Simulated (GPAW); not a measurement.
# CuO (P4/mmm) in GPAW: notebook

Runs on CuO. Level: PBE. Tasks: relaxation of cell and atoms.

All numbers are computed with GPAW 26.7.0; they aren't measurements. Logs are shortened: lines on timing, memory, paths and dates and some standing lists are left out, and cuts for length are marked. The log counts tension as positive stress, the text compression.

## 1. Starting point

Symmetry: P4/mmm, No. 123, tetragonal system. Conventional cell: a = 4.161 Å, b = 4.161 Å, c = 3.888 Å, α = 90.00°, β = 90.00°, γ = 90.00°. Cu (site symmetry mmm) has 4 O at 1.94 to 2.08 Å as nearest neighbours. Cu (site symmetry 4/mmm) is surrounded by 6 O at 1.94 to 2.08 Å. O (site symmetry 4/mmm) has 6 Cu at 1.94 to 2.08 Å as nearest neighbours. O (site symmetry mmm) is surrounded by 4 Cu at 1.94 to 2.08 Å.

Measurements of this composition are mostly on another form, of space group No. 15.

## 2. Relaxation of cell and atoms, PBE

run.py reads:

```python
from ase.filters import FrechetCellFilter
from ase.io import read, write
from ase.optimize import BFGS
from gpaw import GPAW, PW

atoms = read('CuO.xyz')

calc = GPAW(mode=PW(800),
            xc='PBE',
            kpts={'size': (4, 4, 4), 'gamma': True},
            occupations={'name': 'fermi-dirac', 'width': 0.05},
            nbands=47,
            convergence={'density': 1e-05, 'forces': 0.0001},
            maxiter=150,
            txt='gpaw.txt')
atoms.calc = calc
opt = BFGS(FrechetCellFilter(atoms), trajectory='relax.traj', logfile='-')
done = opt.run(fmax=0.02, steps=60)
calc.write('gs.gpw')
write('result.traj', atoms)
print('Converged:', done)
print('Cell:', atoms.cell.cellpar().round(4))
print('Volume:', round(atoms.get_volume(), 4))
print(atoms.get_scaled_positions().round(5))
```

CuO.xyz reads:

```xyz
6
Lattice="4.1609370000 0.0000000000 0.0000000000 0.0000000000 4.1609370000 0.0000000000 0.0000000000 0.0000000000 3.8876430000" Properties=species:S:1:pos:R:3 pbc="T T T"
Cu     2.0804685000      0.0000000000      1.9438215000
Cu     0.0000000000      2.0804685000      1.9438215000
Cu     0.0000000000      0.0000000000      0.0000000000
O      0.0000000000      0.0000000000      1.9438215000
O      2.0804685000      0.0000000000      0.0000000000
O      0.0000000000      2.0804685000      0.0000000000
```

Potentials or basis: GPAW PAW data sets (gpaw-data 1.2.1), pw.

Started as:

```sh
OMP_NUM_THREADS=1 python run.py
```

gpaw.txt:

```text
__  _  _
 | _ |_)|_||  |
 |__||  | ||/\| - 26.7.0

Input parameters:
  mode=PW(ecut=800.0),
  convergence={'density': 1e-05, 'forces': 0.0001},
  kpts=MonkhorstPack(size=(4, 4, 4), gamma=True),
  maxiter=150,
  nbands=47,
  occupations=Occupations(name='fermi-dirac', width=0.05),
  xc=XC(name='PBE')

Diagonalizing LCAO Hamiltonian
Converting LCAO to pw mode
    .---------.
   /|         |
  / |         |
 *  |         |
 | Cu         |
 O  .-Cu------.
 | O         /
 |/         /
 Cu---O----*

Atoms  # Å, Bohr magnetons
|   | symbol |        x |        y |        z |    initial magnetic moments |
|---|--------|----------|----------|----------|-----------------------------|
| 0 |     Cu | 2.080468 | 0.000000 | 1.943822 | ( 0.0000,  0.0000,  0.0000) |
| 1 |     Cu | 0.000000 | 2.080468 | 1.943822 | ( 0.0000,  0.0000,  0.0000) |
| 2 |     Cu | 0.000000 | 0.000000 | 0.000000 | ( 0.0000,  0.0000,  0.0000) |
| 3 |      O | 0.000000 | 0.000000 | 1.943822 | ( 0.0000,  0.0000,  0.0000) |
| 4 |      O | 2.080468 | 0.000000 | 0.000000 | ( 0.0000,  0.0000,  0.0000) |
| 5 |      O | 0.000000 | 2.080468 | 0.000000 | ( 0.0000,  0.0000,  0.0000) |

Unit cell  # Å
| periodic |        x |        y |        z |  lengths |    angles |
|----------|----------|----------|----------|----------|-----------|
|      yes | 4.160937 | 0.000000 | 0.000000 | 4.160937 | 90.000000 |
|      yes | 0.000000 | 4.160937 | 0.000000 | 4.160937 | 90.000000 |
|      yes | 0.000000 | 0.000000 | 3.887643 | 3.887643 | 90.000000 |

Number of symmetries: 16
Symmetry operations  # r_c * U_cc + t_c -> r_c
|    | kind |            matrix            |
|----|------|------------------------------|
|  0 |  E   |  1, 0, 0,  0, 1, 0,  0, 0, 1 |
|  1 |  σ   |  1, 0, 0,  0, 1, 0,  0, 0,-1 |
|  2 |  σ   |  1, 0, 0,  0,-1, 0,  0, 0, 1 |
|  3 |  C2  |  1, 0, 0,  0,-1, 0,  0, 0,-1 |
|  4 |  σ   |  0, 1, 0,  1, 0, 0,  0, 0, 1 |
|  5 |  C2  |  0, 1, 0,  1, 0, 0,  0, 0,-1 |
|  6 |  C4  |  0, 1, 0, -1, 0, 0,  0, 0, 1 |
|  7 |  S4  |  0, 1, 0, -1, 0, 0,  0, 0,-1 |
|  8 |  C4  |  0,-1, 0,  1, 0, 0,  0, 0, 1 |
[... 202 lines left out ...]
No gap
No difference between direct/indirect transitions

Stress tensor  # eV/Ang^3
|         x |         y |         z |
|-----------|-----------|-----------|
| -0.020128 |  0.000000 |  0.000000 |
|  0.000000 | -0.020128 |  0.000000 |
|  0.000000 |  0.000000 | -0.030259 |

Forces  # eV/Ang
|       x |       y |       z |
|---------|---------|---------|
| 0.00000 | 0.00000 | 0.00000 |  # Cu   0
| 0.00000 | 0.00000 | 0.00000 |  # Cu   1
| 0.00000 | 0.00000 | 0.00000 |  # Cu   2
| 0.00000 | 0.00000 | 0.00000 |  # O    3
| 0.00000 | 0.00000 | 0.00000 |  # O    4
| 0.00000 | 0.00000 | 0.00000 |  # O    5

Interpolating wave functions to new cell
    .---------.
   /|         |
  / |         |
 *  |         |
 |Cu|         |
 O  .-Cu------.
 | /         /
 |/         /
 Cu---O----*

Atoms  # Å, Bohr magnetons
|   | symbol |        x |        y |        z |    initial magnetic moments |
|---|--------|----------|----------|----------|-----------------------------|
| 0 |     Cu | 2.081587 | 0.000000 | 1.945393 | ( 0.0000,  0.0000,  0.0000) |
| 1 |     Cu | 0.000000 | 2.081587 | 1.945393 | ( 0.0000,  0.0000,  0.0000) |
| 2 |     Cu | 0.000000 | 0.000000 | 0.000000 | ( 0.0000,  0.0000,  0.0000) |
| 3 |      O | 0.000000 | 0.000000 | 1.945393 | ( 0.0000,  0.0000,  0.0000) |
| 4 |      O | 2.081587 | 0.000000 | 0.000000 | ( 0.0000,  0.0000,  0.0000) |
| 5 |      O | 0.000000 | 2.081587 | 0.000000 | ( 0.0000,  0.0000,  0.0000) |

Unit cell  # Å
| periodic |        x |        y |        z |  lengths |    angles |
|----------|----------|----------|----------|----------|-----------|
|      yes | 4.163175 | 0.000000 | 0.000000 | 4.163175 | 90.000000 |
|      yes | 0.000000 | 4.163175 | 0.000000 | 4.163175 | 90.000000 |
|      yes | 0.000000 | 0.000000 | 3.890786 | 3.890786 | 90.000000 |

Number of symmetries: 16
Symmetry operations  # r_c * U_cc + t_c -> r_c
|    | kind |            matrix            |
|----|------|------------------------------|
|  0 |  E   |  1, 0, 0,  0, 1, 0,  0, 0, 1 |
|  1 |  σ   |  1, 0, 0,  0, 1, 0,  0, 0,-1 |
|  2 |  σ   |  1, 0, 0,  0,-1, 0,  0, 0, 1 |
|  3 |  C2  |  1, 0, 0,  0,-1, 0,  0, 0,-1 |
|  4 |  σ   |  0, 1, 0,  1, 0, 0,  0, 0, 1 |
|  5 |  C2  |  0, 1, 0,  1, 0, 0,  0, 0,-1 |
|  6 |  C4  |  0, 1, 0, -1, 0, 0,  0, 0, 1 |
|  7 |  S4  |  0, 1, 0, -1, 0, 0,  0, 0,-1 |
|  8 |  C4  |  0,-1, 0,  1, 0, 0,  0, 0, 1 |
[... 198 lines left out ...]
No gap
No difference between direct/indirect transitions

Stress tensor  # eV/Ang^3
|         x |         y |         z |
|-----------|-----------|-----------|
| -0.018683 |  0.000000 |  0.000000 |
|  0.000000 | -0.018683 |  0.000000 |
|  0.000000 |  0.000000 | -0.027145 |

Forces  # eV/Ang
|        x |        y |       z |
|----------|----------|---------|
| -0.00000 |  0.00000 | 0.00000 |  # Cu   0
|  0.00000 |  0.00000 | 0.00000 |  # Cu   1
| -0.00000 | -0.00000 | 0.00000 |  # Cu   2
|  0.00000 |  0.00000 | 0.00000 |  # O    3
| -0.00000 | -0.00000 | 0.00000 |  # O    4
| -0.00000 | -0.00000 | 0.00000 |  # O    5

Interpolating wave functions to new cell

         Cu
       O    Cu
         O
       Cu   O

Atoms  # Å, Bohr magnetons
|   | symbol |         x |         y |        z |    initial magnetic moments |
|---|--------|-----------|-----------|----------|-----------------------------|
| 0 |     Cu |  2.093676 | -0.000000 | 1.961831 | ( 0.0000,  0.0000,  0.0000) |
| 1 |     Cu |  0.000000 |  2.093676 | 1.961831 | ( 0.0000,  0.0000,  0.0000) |
| 2 |     Cu | -0.000000 | -0.000000 | 0.000000 | ( 0.0000,  0.0000,  0.0000) |
| 3 |      O |  0.000000 | -0.000000 | 1.961831 | ( 0.0000,  0.0000,  0.0000) |
| 4 |      O |  2.093676 |  0.000000 | 0.000000 | ( 0.0000,  0.0000,  0.0000) |
| 5 |      O |  0.000000 |  2.093676 | 0.000000 | ( 0.0000,  0.0000,  0.0000) |
[... 221 lines left out ...]
No gap
No difference between direct/indirect transitions

Stress tensor  # eV/Ang^3
|         x |         y |        z |
|-----------|-----------|----------|
| -0.003975 |  0.000000 | 0.000000 |
|  0.000000 | -0.003975 | 0.000000 |
|  0.000000 |  0.000000 | 0.003580 |

Forces  # eV/Ang
|        x |       y |       z |
|----------|---------|---------|
|  0.00000 | 0.00000 | 0.00000 |  # Cu   0
|  0.00000 | 0.00000 | 0.00000 |  # Cu   1
|  0.00000 | 0.00000 | 0.00000 |  # Cu   2
| -0.00000 | 0.00000 | 0.00000 |  # O    3
|  0.00000 | 0.00000 | 0.00000 |  # O    4
|  0.00000 | 0.00000 | 0.00000 |  # O    5
[... 8 lines left out ...]
Atoms  # Å, Bohr magnetons
|   | symbol |         x |         y |         z |    initial magnetic moments |
|---|--------|-----------|-----------|-----------|-----------------------------|
| 0 |     Cu |  2.094366 | -0.000000 |  1.962251 | ( 0.0000,  0.0000,  0.0000) |
| 1 |     Cu |  0.000000 |  2.094366 |  1.962251 | ( 0.0000,  0.0000,  0.0000) |
| 2 |     Cu | -0.000000 | -0.000000 |  0.000000 | ( 0.0000,  0.0000,  0.0000) |
| 3 |      O |  0.000000 | -0.000000 |  1.962251 | ( 0.0000,  0.0000,  0.0000) |
| 4 |      O |  2.094366 |  0.000000 |  0.000000 | ( 0.0000,  0.0000,  0.0000) |
| 5 |      O |  0.000000 |  2.094366 | -0.000000 | ( 0.0000,  0.0000,  0.0000) |

Unit cell  # Å
| periodic |         x |         y |         z |  lengths |    angles |
|----------|-----------|-----------|-----------|----------|-----------|
|      yes |  4.188731 |  0.000000 | -0.000000 | 4.188731 | 90.000000 |
|      yes |  0.000000 |  4.188731 | -0.000000 | 4.188731 | 90.000000 |
|      yes | -0.000000 | -0.000000 |  3.924502 | 3.924502 | 90.000000 |

Number of symmetries: 16
Symmetry operations  # r_c * U_cc + t_c -> r_c
|    | kind |            matrix            |
|----|------|------------------------------|
|  0 |  E   |  1, 0, 0,  0, 1, 0,  0, 0, 1 |
|  1 |  σ   |  1, 0, 0,  0, 1, 0,  0, 0,-1 |
|  2 |  σ   |  1, 0, 0,  0,-1, 0,  0, 0, 1 |
|  3 |  C2  |  1, 0, 0,  0,-1, 0,  0, 0,-1 |
|  4 |  σ   |  0, 1, 0,  1, 0, 0,  0, 0, 1 |
|  5 |  C2  |  0, 1, 0,  1, 0, 0,  0, 0,-1 |
|  6 |  C4  |  0, 1, 0, -1, 0, 0,  0, 0, 1 |
|  7 |  S4  |  0, 1, 0, -1, 0, 0,  0, 0,-1 |
|  8 |  C4  |  0,-1, 0,  1, 0, 0,  0, 0, 1 |
[... 198 lines left out ...]
No gap
No difference between direct/indirect transitions

Stress tensor  # eV/Ang^3
|         x |         y |         z |
|-----------|-----------|-----------|
| -0.003392 | -0.000000 |  0.000000 |
| -0.000000 | -0.003392 | -0.000000 |
|  0.000000 | -0.000000 |  0.004611 |

Forces  # eV/Ang
|        x |        y |       z |
|----------|----------|---------|
|  0.00000 |  0.00000 | 0.00000 |  # Cu   0
|  0.00000 | -0.00000 | 0.00000 |  # Cu   1
| -0.00000 |  0.00000 | 0.00000 |  # Cu   2
|  0.00000 | -0.00000 | 0.00000 |  # O    3
| -0.00000 | -0.00000 | 0.00000 |  # O    4
| -0.00000 |  0.00000 | 0.00000 |  # O    5
[... 237 lines left out ...]
No gap
No difference between direct/indirect transitions

Stress tensor  # eV/Ang^3
|         x |         y |        z |
|-----------|-----------|----------|
| -0.002108 | -0.000000 | 0.000000 |
| -0.000000 | -0.002108 | 0.000000 |
|  0.000000 |  0.000000 | 0.006454 |

Forces  # eV/Ang
|        x |        y |       z |
|----------|----------|---------|
|  0.00000 |  0.00000 | 0.00000 |  # Cu   0
| -0.00000 |  0.00000 | 0.00000 |  # Cu   1
| -0.00000 | -0.00000 | 0.00000 |  # Cu   2
|  0.00000 |  0.00000 | 0.00000 |  # O    3
|  0.00000 | -0.00000 | 0.00000 |  # O    4
|  0.00000 |  0.00000 | 0.00000 |  # O    5
[... 237 lines left out ...]
No gap
No difference between direct/indirect transitions

Stress tensor  # eV/Ang^3
|         x |         y |        z |
|-----------|-----------|----------|
| -0.000497 | -0.000000 | 0.000000 |
| -0.000000 | -0.000497 | 0.000000 |
|  0.000000 |  0.000000 | 0.007911 |

Forces  # eV/Ang
|        x |        y |       z |
|----------|----------|---------|
|  0.00000 |  0.00000 | 0.00000 |  # Cu   0
|  0.00000 |  0.00000 | 0.00000 |  # Cu   1
|  0.00000 | -0.00000 | 0.00000 |  # Cu   2
|  0.00000 |  0.00000 | 0.00000 |  # O    3
|  0.00000 |  0.00000 | 0.00000 |  # O    4
| -0.00000 | -0.00000 | 0.00000 |  # O    5
[... 237 lines left out ...]
No gap
No difference between direct/indirect transitions

Stress tensor  # eV/Ang^3
|        x |        y |        z |
|----------|----------|----------|
| 0.001216 | 0.000000 | 0.000000 |
| 0.000000 | 0.001216 | 0.000000 |
| 0.000000 | 0.000000 | 0.007630 |

Forces  # eV/Ang
|        x |        y |       z |
|----------|----------|---------|
|  0.00000 | -0.00000 | 0.00000 |  # Cu   0
| -0.00000 | -0.00000 | 0.00000 |  # Cu   1
|  0.00000 |  0.00000 | 0.00000 |  # Cu   2
|  0.00000 |  0.00000 | 0.00000 |  # O    3
|  0.00000 | -0.00000 | 0.00000 |  # O    4
|  0.00000 |  0.00000 | 0.00000 |  # O    5
[... 237 lines left out ...]
No gap
No difference between direct/indirect transitions

Stress tensor  # eV/Ang^3
|        x |        y |        z |
|----------|----------|----------|
| 0.001583 | 0.000000 | 0.000000 |
| 0.000000 | 0.001583 | 0.000000 |
| 0.000000 | 0.000000 | 0.004359 |

Forces  # eV/Ang
|        x |        y |       z |
|----------|----------|---------|
|  0.00000 | -0.00000 | 0.00000 |  # Cu   0
| -0.00000 |  0.00000 | 0.00000 |  # Cu   1
|  0.00000 |  0.00000 | 0.00000 |  # Cu   2
|  0.00000 |  0.00000 | 0.00000 |  # O    3
|  0.00000 | -0.00000 | 0.00000 |  # O    4
|  0.00000 | -0.00000 | 0.00000 |  # O    5
[... 235 lines left out ...]
No gap
No difference between direct/indirect transitions

Stress tensor  # eV/Ang^3
|        x |        y |        z |
|----------|----------|----------|
| 0.000724 | 0.000000 | 0.000000 |
| 0.000000 | 0.000724 | 0.000000 |
| 0.000000 | 0.000000 | 0.001086 |

Forces  # eV/Ang
|        x |        y |       z |
|----------|----------|---------|
|  0.00000 | -0.00000 | 0.00000 |  # Cu   0
| -0.00000 |  0.00000 | 0.00000 |  # Cu   1
|  0.00000 | -0.00000 | 0.00000 |  # Cu   2
| -0.00000 |  0.00000 | 0.00000 |  # O    3
|  0.00000 | -0.00000 | 0.00000 |  # O    4
|  0.00000 | -0.00000 | 0.00000 |  # O    5

# Writing to gs.gpw (mode='')
```

Run time: 9.6 min. Hardware: 1 thread of Arm Neoverse V1, shared host; peak memory 0.38 GiB.

Results:

| Property | Result |
| --- | --- |
| Free energy | -28.2872 eV |
| Relaxed volume | 11.59 Å³/atom |
| Relaxed cell | a = 4.224 Å, b = 4.224 Å, c = 3.897 Å, α = 90.00°, β = 90.00°, γ = 90.00° |
| Space group after relaxing (to 0.05 Å) | P4/mmm (No. 123) |
| Energy gained by relaxing | 4.7 meV/atom |
| Ionic steps | 9 |
| Pressure after relaxing | -0.1 GPa |
| Band gap on the k mesh | none (metal or under the smearing width) |

Step by step:
| step | energy change (eV) | largest force (eV/Å) | pressure (GPa) | volume (Å³) |
| --- | --- | --- | --- | --- |
| 1 | 0.0000 | 0.0000 | 3.77 | 67.31 |
| 2 | -0.0035 | 0.0000 | 3.45 | 67.44 |
| 3 | -0.0241 | 0.0000 | 0.23 | 68.80 |
| 4 | -0.0244 | 0.0000 | 0.12 | 68.86 |
| 5 | -0.0251 | 0.0000 | -0.12 | 69.00 |
| 6 | -0.0262 | 0.0000 | -0.37 | 69.20 |
| 7 | -0.0277 | 0.0000 | -0.54 | 69.45 |
| 8 | -0.0284 | 0.0000 | -0.40 | 69.58 |
| 9 | -0.0284 | 0.0000 | -0.14 | 69.51 |

Final structure:
```
CELL_PARAMETERS angstrom
4.22350 0.00000 0.00000
0.00000 4.22350 0.00000
0.00000 0.00000 3.89699
ATOMIC_POSITIONS crystal
Cu 0.50000 0.00000 0.50000
Cu 0.00000 0.50000 0.50000
Cu 0.00000 0.00000 0.00000
O 0.00000 0.00000 0.50000
O 0.50000 0.00000 0.00000
O 0.00000 0.50000 0.00000
```

Levels at points of the mesh, in eV from the Fermi level:
| k point | band 23 | band 24 | band 25 | band 26 | band 27 | band 28 | band 29 | band 30 |
| --- | --- | --- | --- | --- | --- | --- | --- | --- |
| (0.00, 0.00, 0.00) | -1.55 | -1.49 | -1.45 | -1.45 | -1.40 | 1.25 | 5.92 | 7.27 |
| (0.00, 0.00, 0.50) | -1.12 | -0.73 | -0.20 | -0.20 | -0.04 | 5.06 | 6.67 | 7.56 |
| (0.50, 0.00, 0.00) | -1.57 | -1.50 | -1.02 | -0.76 | -0.65 | 3.71 | 3.90 | 8.21 |
| (0.50, 0.00, 0.50) | -0.86 | -0.45 | -0.11 | 1.14 | 1.15 | 4.64 | 6.38 | 7.45 |
| (0.50, 0.50, 0.00) | -1.37 | -0.81 | -0.55 | -0.55 | 0.83 | 3.67 | 6.05 | 6.05 |
| (0.50, 0.50, 0.50) | 0.13 | 1.10 | 1.19 | 1.19 | 1.22 | 2.05 | 6.82 | 8.18 |

Caveat: the k mesh is coarse (spacing up to 0.40 Å⁻¹), so the values aren't converged; with this Cu data set, volumes or pressures lay over 1.5 % or 2 GPa off other programs in two to four cells of ten; later steps reuse the first step's grids; an odd number of electrons without spin polarisation forces a metal; a magnetic or distorted state may lie lower; the run has no spin polarisation, though such a crystal can be magnetic; semilocal functionals often make such compounds metallic where correlation or magnetic order opens a gap, which also shifts bond lengths. With open d or f shells a metallic result of PBE can be an artefact of self-interaction; +U or a hybrid may open a gap.

## 3. Relaxation of cell and atoms, PBE, target pressure 2 GPa, at which the enthalpy is minimised

Changes to run.py since step 2:

```diff
@@ -3,2 +3,3 @@
 from ase.optimize import BFGS
+from ase.units import GPa
 from gpaw import GPAW, PW
@@ -16,3 +17,3 @@
 atoms.calc = calc
-opt = BFGS(FrechetCellFilter(atoms), trajectory='relax.traj', logfile='-')
+opt = BFGS(FrechetCellFilter(atoms, scalar_pressure=2 * GPa), trajectory='relax.traj', logfile='-')
 done = opt.run(fmax=0.02, steps=60)
```

CuO.xyz is that of step 2.

Potentials or basis: GPAW PAW data sets (gpaw-data 1.2.1), pw.

Started as:

```sh
OMP_NUM_THREADS=1 python run.py
```

Wall time 3.4 min (1 thread of Arm Neoverse V1, shared host); peak memory 0.29 GiB.

The run converged. Its results:

```
Free energy                                            : -28.2725 eV
Relaxed volume                                         : 11.33 Å³/atom
Relaxed cell                                           : a = 4.170 Å, b = 4.170 Å, c = 3.908 Å, α = 90.00°, β = 90.00°, γ = 90.00°
Space group after relaxing (to 0.05 Å)                 : P4/mmm (No. 123)
Energy change on relaxing (the enthalpy is what falls) : -2.5 meV/atom
Ionic steps                                            : 3
Pressure after relaxing                                : 2.0 GPa
Band gap on the k mesh                                 : none (metal or under the smearing width)
```

Step by step:
| step | energy change (eV) | largest force (eV/Å) | pressure (GPa) | volume (Å³) |
| --- | --- | --- | --- | --- |
| 1 | 0.0000 | 0.0000 | 3.77 | 67.31 |
| 2 | -0.0017 | 0.0000 | 3.60 | 67.37 |
| 3 | -0.0152 | 0.0000 | 2.03 | 67.96 |

Final structure:
```
Cu O
1.0
     4.17029    0.00000    0.00000
     0.00000    4.17029    0.00000
     0.00000    0.00000    3.90797
Cu O
3 3
Cartesian
  2.0851 0.0000 1.9540
  0.0000 2.0851 1.9540
  0.0000 0.0000 0.0000
  0.0000 0.0000 1.9540
  2.0851 0.0000 0.0000
  0.0000 2.0851 0.0000
```

Levels at points of the mesh, in eV from the Fermi level:
```tsv
k point	band 23	band 24	band 25	band 26	band 27	band 28	band 29	band 30
(0.00, 0.00, 0.00)	-1.58	-1.51	-1.46	-1.46	-1.41	1.24	6.03	7.42
(0.00, 0.00, 0.50)	-1.21	-0.73	-0.24	-0.24	-0.04	5.01	6.70	7.64
(0.50, 0.00, 0.00)	-1.60	-1.53	-1.01	-0.78	-0.65	3.76	3.93	8.42
(0.50, 0.00, 0.50)	-0.86	-0.51	-0.14	1.16	1.18	4.61	6.40	7.52
(0.50, 0.50, 0.00)	-1.41	-0.77	-0.54	-0.54	0.94	3.56	6.19	6.19
(0.50, 0.50, 0.50)	0.12	1.18	1.20	1.22	1.22	1.92	6.92	8.28
```

Caveat: the k mesh is coarse (spacing up to 0.40 Å⁻¹), so the values aren't converged; with this Cu data set, volumes or pressures lay over 1.5 % or 2 GPa off other programs in two to four cells of ten; later steps reuse the first step's grids; an odd number of electrons without spin polarisation forces a metal; a magnetic or distorted state may lie lower; the run has no spin polarisation, though such a crystal can be magnetic; semilocal functionals often make such compounds metallic where correlation or magnetic order opens a gap, which also shifts bond lengths.
